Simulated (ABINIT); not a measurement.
Runs of ABINIT 10.8.3 (patched build) on GaP. Symmetry: F-43m, No. 216, cubic system. Conventional cell: a = 5.451 Å, b = 5.451 Å, c = 5.451 Å, α = 90.00°, β = 90.00°, γ = 90.00°. Around Ga (site symmetry -43m) lie 4 P at 2.36 Å. Around P (site symmetry -43m) lie 4 Ga at 2.36 Å. 

```tsv
task	level	potentials or basis	k mesh	cutoff (eV)	fine-grid cutoff	mesh quality	gap on the mesh (eV)	pressure (GPa)	V0 of scaled cells (Å³/atom)	B0 (GPa)
single point	PBE	JTH PAW PBE v2.0	3 × 3 × 3	544	1088.46 eV	coarse	1.70	(a)	-	-
equation of state	PBEsol	JTH PAW PBE v2.0	8 × 8 × 8	408	816.342 eV	not flagged	-	-	20.16	85
band structure	PBE	JTH PAW PBE v2.0	8 × 8 × 8	544	1088.46 eV	not flagged	1.64	2.6	-	-
single point	LDA	JTH PAW LDA v2.0	6 × 6 × 6	544	1088.46 eV	not flagged	1.49	-2.7	-	-
equation of state	PBE+D3(BJ)	JTH PAW PBE v2.0	8 × 8 × 8	544	1088.46 eV	not flagged	-	-	(b)	(c)
```

Alike in all rows: no spin polarisation; cell as given; smearing fermi-dirac 0.05 eV.

Question: Fill in the values left out.

Answer: (a) 4.1; (b) 20.21; (c) 84.

Caveats: some runs use coarse meshes; pressures at fixed basis lie under the slope of the energies (some runs); an odd mesh through Γ misses points on the zone boundary, where band edges often lie (some runs); the PAW data sets were made with another functional, which shifts forces and pressure a little (some runs).

A k mesh can miss the band edges, and the runs leave out spin-orbit coupling on Ga.
